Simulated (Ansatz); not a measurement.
fcc against bcc along the 4d metals

Theory: DFT, PBE, plane waves (420 eV) with PAW, scalar-relativistic in Ansatz 0.2.0.

Each structure is relaxed within its symmetry, in the lowest magnetic state of the tried starts. Differences under about 8 meV lie within the error of the k-point mesh.

| element | E(fcc) − E(bcc) (meV/atom) | V(fcc) (Å³/atom) | V(bcc) (Å³/atom) | state of fcc | state of bcc |
| --- | --- | --- | --- | --- | --- |
| Y | -96 | 32.44 | 33.10 | non-magnetic | spin not included |
| Zr | -44 | 23.21 | 22.84 | spin not included | non-magnetic |
| Nb | 325 | 18.79 | 18.13 | non-magnetic | spin not included |
| Mo | 426 | 16.04 | 15.82 | spin not included | spin not included |
| Ru | -512 | 13.85 | 14.23 | spin not included | non-magnetic |
| Rh | -349 | 14.05 | 14.51 | non-magnetic | ferromagnetic |
| Pd | -46 | 15.37 | 15.46 | spin not included | non-magnetic |
| Ag | -31 | 17.83 | 18.02 | spin not included | spin not included |
| Cd | -50 | 22.89 | 23.36 | spin not included | spin not included |
